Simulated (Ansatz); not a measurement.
System: chalcopyrite CuInS2. Method: PBE0+SOC in Ansatz (PAW).

Run with plane-wave cutoff 460 eV, 6×6×6 k mesh, Fermi–Dirac smearing 0.01 eV, PAW data made under PBE.

Cell (measured lattice):

Space group I-42d (No. 122); a = 5.523 Å, b = 5.523 Å, c = 11.133 Å, α = 90.00°, β = 90.00°, γ = 90.00°

```json
[
 {"atom": "In", "site": "4b", "symmetry": "-4..", "x": "0.0000", "y": "0.0000", "z": "0.5000"},
 {"atom": "Cu", "site": "4a", "symmetry": "-4..", "x": "0.0000", "y": "0.0000", "z": "0.0000"},
 {"atom": "S", "site": "8d", "symmetry": ".2.", "x": "0.2295", "y": "0.2500", "z": "0.1250"}
]
```
(The calculation used a cell of 8 atoms; values per cell refer to that cell.)

Question: Estimate the band gap that the calculation returns.

Answer: 
* **band gap**: 1.97 eV (on the SCF k mesh) (direct)

Measured, for comparison: band gap 1.55 eV (temperature not stated, no zero-point or thermal correction, direct or pseudo-direct at Γ; as tabulated in Ghosh et al. (2024), arXiv:2401.16805). Computed (rounded) less measured: band gap +0.42 eV.

Note: cell and atoms aren't relaxed at this level (largest force component 0.05 eV/Å, pressure 0.9 GPa).

Computed values are for the static lattice.

It cost very roughly 2.8 core-hours of CPU time.

Ansatz is an electronic-structure program.
